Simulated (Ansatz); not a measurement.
`CCCCO` + H–F → `OCCCF` + CH₄  (substitution at a C–C bond)

Calculated with Ansatz (gas phase, PBE0-D4/def2-TZVP geometries, no zero-point term in ΔE). CBS: MP2 limit from def2 TZ/QZ plus the TZ coupled-cluster correction, frozen cores. This one scheme is used for every species. Functionals use def2-TZVPP. B3LYP here is the variant with VWN-RPA as its local correlation; programs differ in this. Each species was taken in one conformer, which may not be the lowest.

(1) Is it downhill or uphill in electronic energy at CCSD(T)/CBS, and by how much? (Best estimate.)

(2) What do these levels give: PBE-D4, PBE0-D4, B3LYP-D4, ωB97X-V, B2PLYP, PBE, B3LYP, CCSD/def2-TZVPP, CCSD(T)/def2-TZVPP, HF/def2-QZVPP, HF/CBS(def2), MP2/CBS(def2)? (Best estimate.)

Largest T1 diagnostic among the species: 0.010.

Answers

(1) Computed: Uphill: ΔE = +35.3 kJ/mol.

(2) The calculation gave: PBE-D4 23.7, PBE0-D4 27.9, B3LYP-D4 18.4, ωB97X-V 20.1, B2PLYP 21.0, PBE 19.8, B3LYP 12.2, CCSD/def2-TZVPP 30.0, CCSD(T)/def2-TZVPP 31.7, HF/def2-QZVPP 10.0, HF/CBS(def2) 10.1, MP2/CBS(def2) 44.0 kJ/mol.

From PBE to PBE0 (25 % exact exchange), in def2-TZVPP and without D4, ΔE moves by +4.7 kJ/mol. The D4 term adds +6.1 kJ/mol with B3LYP and +3.4 kJ/mol with PBE0; it sums over pairs of atoms, weighted by their polarisabilities, and B3LYP, whose exchange is more repulsive, gets the larger term. In def2-TZVPP, CCSD(T) changes the Hartree–Fock value by +22.2 kJ/mol (the triples alone add +1.7 kJ/mol) and MP2 by +31.0 kJ/mol.
